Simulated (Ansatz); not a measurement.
AgCl: deformation potentials from a series

```xyz
2
Lattice="0.0000 2.7731 2.7731 2.7731 0.0000 2.7731 2.7731 2.7731 0.0000" Properties=species:S:1:pos:R:3 pbc="T T T"
Ag    2.7731    2.7731    2.7731
Cl    0.0000    0.0000    0.0000
```

Atoms are numbered in the order listed.

The cell is COD entry 9011666, as deposited and not checked against the literature; nothing was relaxed.

The calculation used Ansatz 0.2.0, DFT, PBE, all-electron LAPW, scalar-relativistic.

The runs use a Γ-centred 8×8×8 k mesh, Fermi–Dirac smearing of 0.02 eV, basis error target 0.5 meV/atom, no spin polarisation.

The cell is scaled evenly. Fractional coordinates are held (clamped ions).

The valence-band top of this crystal doesn't lie at Γ but 2.32 eV above the top filled level there.

Only quantities that a quadratic follows smoothly over the whole series are listed; rougher ones are left out.

| ln(V/Vcell) | direct gap at Γ (eV) | smallest gap on mesh and path (eV) |
| --- | --- | --- |
| -0.0619 | 3.487 | 0.907 |
| 0.0000 | 3.231 | 0.913 |
| 0.0100 | 3.193 | 0.916 |
| 0.0583 | 3.016 | 0.935 |

Question: Fit the series and give the slopes at zero strain.

Answer: Least-squares fits y = p0 + p1 x + p2 x² to the rows give direct gap at Γ (eV): p1 = -3.9, p2 = 3.6; smallest gap on mesh and path (eV): p1 = 0.241, p2 = 2.3. So dEg/dln V = -3.9 eV for the direct gap at Γ, which isn't the fundamental gap here: that one has dEg/dln V = 0.2 eV. Semilocal gaps are too small, but their slopes carry over better.

Question: One run, at ln(V/Vcell) = -0.0101, is withheld. Predict its row.

Answer: The fits give 3.271, 0.911; the run gave 3.271, 0.911.
